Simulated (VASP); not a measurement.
The system is CsSnBr3.

```xyz
5
Lattice="5.7688 0.0000 0.0000 0.0000 5.7688 0.0000 0.0000 0.0000 5.7688" Properties=species:S:1:pos:R:3 pbc="T T T"
Cs    0.0000    0.0000    0.0000
Sn    2.8844    2.8844    2.8844
Br    2.8844    0.0000    2.8844
Br    2.8844    2.8844    0.0000
Br    0.0000    2.8844    2.8844
```

The cell is a database's computed one.

Base run:

| Property | Result |
| --- | --- |
| Program | VASP 6.6.1 |
| Functional | r2SCAN |
| Potentials or basis | VASP PAW PBE potentials, release 64 (Cs_sv, Sn_d, Br) |
| Cutoff | 520 eV |
| k mesh | 6 × 6 × 6 |
| Occupations | gaussian, width 0.03 eV |
| Spin | no spin polarisation |

Its results: band gap on the k mesh 0.47 eV, direct; pressure 0.7 GPa.

Q: After a change of settings the same cell gave: band gap on the k mesh 0.22 eV, direct; pressure -1.2 GPa. Which change was it?
A. functional from r2SCAN to LDA; potentials or basis from VASP PAW PBE potentials, release 64 (Cs_sv, Sn_d, Br) to VASP PAW LDA potentials, release 64 (Cs_sv, Sn_d, Br)
B. functional from r2SCAN to PBE
C. functional from r2SCAN to PBE; further incar settings from ALGO = Normal; EDIFF = 1e-07; NBANDS = 30 to ALGO = Normal; EDIFF = 1e-07; NBANDS = 54

A: A.

Caveats: spin-orbit coupling is left out, which moves the levels of the heavy elements; the PAW data sets were made with another functional, which shifts forces and pressure a little (some runs).
